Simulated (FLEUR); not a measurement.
LiCl under changes of volume

One of the cells (16.871 Å³/atom); the others are scaled copies at fixed shape and fractional positions:

```
Cl Li
1.0
     0.00000    2.56477    2.56477
     2.56477    0.00000    2.56477
     2.56477    2.56477    0.00000
Cl Li
1 1
Direct
  0.50000 0.50000 0.50000
  0.00000 0.00000 0.00000
```

```yaml
Program: FLEUR MaX-R8.1 (later development tree)
Functional: PBE
Potentials_or_basis: all-electron
Basis: FLAPW
Kmax: 4.21 1/bohr
k_mesh: 9 × 9 × 9
Occupations: fermi-dirac, width 0.05 eV
Spin: no spin polarisation
```

| volume (Å³/atom) | energy over the lowest point (meV/atom) | gap on the mesh (eV) |
| --- | --- | --- |
| 15.859 | ? | ? |
| 16.196 | 4.92 | 6.57 |
| 16.534 | 1.76 | 6.44 |
| 16.871 | 0.17 | 6.33 |
| 17.209 | 0.00 | 6.22 |
| 17.546 | 1.09 | 6.11 |
| 17.883 | 3.34 | 6.01 |

Question: What does the run at 15.859 Å³/atom give?

Answer: Energy over the lowest point 9.82 meV/atom; gap on the mesh 6.70 eV.

Worked out: A Birch-Murnaghan fit of order 3 (a polynomial in V^(-2/3)) to the other rows has its minimum at 17.08 Å³/atom with B0 = V·E''(V) = 32 GPa and B' = 4.2. It gives 9.81 meV/atom at 15.859 Å³/atom, against the run's 9.82. A straight line through the other rows of the gap, of slope -5.63 eV per unit of ln V (its deformation potential), extrapolates to 6.68 eV, against the run's 6.70.

Energies are extrapolated to zero smearing.

Caveats: an odd mesh through Γ misses points on the zone boundary, where band edges often lie.
